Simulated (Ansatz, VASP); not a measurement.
This is a calculation of ZnS (Wurtzite-4H) for VASP 6.6.1.

Contents of INCAR:

```
SYSTEM = ZnS
ALGO = Fast
EDIFF = 1E-6
ENCUT = 520
GGA = PE
ISIF = 2
ISMEAR = -1
IVDW = 13
LASPH = .True.
LCHARG = .False.
LREAL = .False.
LWAVE = .False.
NBANDS = 46
NELM = 60
PREC = Accurate
SIGMA = 0.05
```

Contents of KPOINTS:

```
k-points
0
Gamma
  8 8 3
  0 0 0
```

File POSCAR:

```
ZnS
1.0
    3.8730044530      0.0000000000      0.0000000000
   -1.9365022265      3.3541202452      0.0000000000
    0.0000000000      0.0000000000     12.6847557358
Zn S
4 4
Direct
    0.6666666667      0.3333333333      0.7500000000
    0.3333333333      0.6666666667      0.2500000000
    0.0000000000      0.0000000000      0.5000000000
    0.0000000000      0.0000000000      0.0000000000
    0.6666666667      0.3333333333      0.9375000000
    0.3333333333      0.6666666667      0.4375000000
    0.0000000000      0.0000000000      0.6875000000
    0.0000000000      0.0000000000      0.1875000000
```

Potentials or basis: VASP PAW PBE potentials, release 64 (Zn, S).

Run with:

```console
$ cat potpaw_PBE.64/Zn/POTCAR potpaw_PBE.64/S/POTCAR > POTCAR
$ mpirun -np 1 vasp_std > vasp.out
```

Question: Set up the same calculation for Ansatz 0.2.0. Potentials there: Ansatz PAW.

Answer: As run (the cutoff follows the program's own potentials):

Contents of input.yaml:

```yaml
crystal:
  lattice:
    - [3.873004453, 0.0, 0.0]
    - [-1.9365022265, 3.3541202452, 0.0]
    - [0.0, 0.0, 12.6847557358]
  atoms:
    - { symbol: Zn, position: [0.6666666667, 0.3333333333, 0.75] }
    - { symbol: Zn, position: [0.3333333333, 0.6666666667, 0.25] }
    - { symbol: Zn, position: [0.0, 0.0, 0.5] }
    - { symbol: Zn, position: [0.0, 0.0, 0.0] }
    - { symbol: S, position: [0.6666666667, 0.3333333333, 0.9375] }
    - { symbol: S, position: [0.3333333333, 0.6666666667, 0.4375] }
    - { symbol: S, position: [0.0, 0.0, 0.6875] }
    - { symbol: S, position: [0.0, 0.0, 0.1875] }
hamiltonian:
  xc: pbe
  pseudopotentials: { kind: paw }
  dispersion: d4
kpoints:
  mp_grid: { grid: [8, 8, 3] }
scf:
  occupations: { method: fermi_dirac, width: 0.05 }
output:
  forces: true
  stress: true
  eigenvalues: true
```

Potentials or basis: Ansatz PAW.

The run is started by

```console
$ ansatz run input.yaml --threads 2 --pin off --max-ram 5120MiB --backend cpu --events-out ev --progress --plain --runs-dir out
```

Both were run:

|  | VASP | Ansatz | Ansatz less VASP |
| --- | --- | --- | --- |
| gap on the k mesh at the Fermi level (eV) | 1.96 | 1.96 | -0.003 |
| least direct gap on the mesh (eV) | 1.96 | 1.96 | -0.003 |
| pressure (GPa) | -3.7 | -3.9 | -0.16 |
| largest component of the traceless stress (GPa) | 0.07 | 0.08 | +0.006 |
| rms of the force components (eV/Å) | 0.012 | 0.013 | +0.0004 |
| dispersion energy (meV/atom) | -291.7 | -291.8 | -0.13 |

Atom by atom the forces differ by 0.001 eV/Å (rms over components).

Caveats: an odd mesh through Γ misses points on the zone boundary, where band edges often lie (VASP); odd divisions of the mesh miss points on the zone boundary, where band edges often lie, so the gap on the mesh can be too wide (Ansatz). A hybrid or GW would open this gap; PBE tends to underestimate it.
